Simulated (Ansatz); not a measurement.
Runs of Ansatz 0.2.0 on Fe. It takes space group Fmmm (No. 69, orthorhombic). Conventional cell: a = 2.997 Å, b = 3.883 Å, c = 3.930 Å, α = 90.00°, β = 90.00°, γ = 90.00°. Fe (site symmetry mmm) has 12 Fe at 2.45 to 2.76 Å as nearest neighbours. 

```tsv
task	level	cell	k mesh	atoms under strain	gap on the mesh (eV)	pressure (GPa)	moment (μB)
elastic constants	LDA	as given	10 × 10 × 10	clamped	none	-18.5	2.15
relaxation of cell and atoms	BLYP+D4	relaxed	13 × 13 × 13	-	none	0.0	(a)
phonons	PBEsol	as given	10 × 10 × 10	-	none	-	2.17
phonons	LDA	as given	10 × 10 × 10	-	none	-	2.15
```

Alike in all rows: potentials or basis Ansatz PAW; spin collinear, ferromagnetic start; cutoff (eV) 420; smearing fermi-dirac 0.05 eV.

Problem. Estimate the missing entries.

Solution. (a) 2.09.

Caveats: the PAW data sets come from PBE, with cores solved anew for the run's functional, which leaves a small shift of forces and pressure; the cell is more than 3 GPa from zero pressure, which shifts response properties (some runs); elastic constants of metals need much finer meshes, so these are rough (some runs); so large a pressure means that the cell lies far from this level's equilibrium, or that cutoff or potentials fall short (some runs); the plane-wave basis is chosen anew once the cell has moved, so the energies of steps on either side of that aren't comparable (some runs); pairwise dispersion overbinds metals, which lowers pressure and volume (some runs).

A gap of «none» marks a metal or a gap under the smearing width.

Runs at the PBE level aren't shown here.
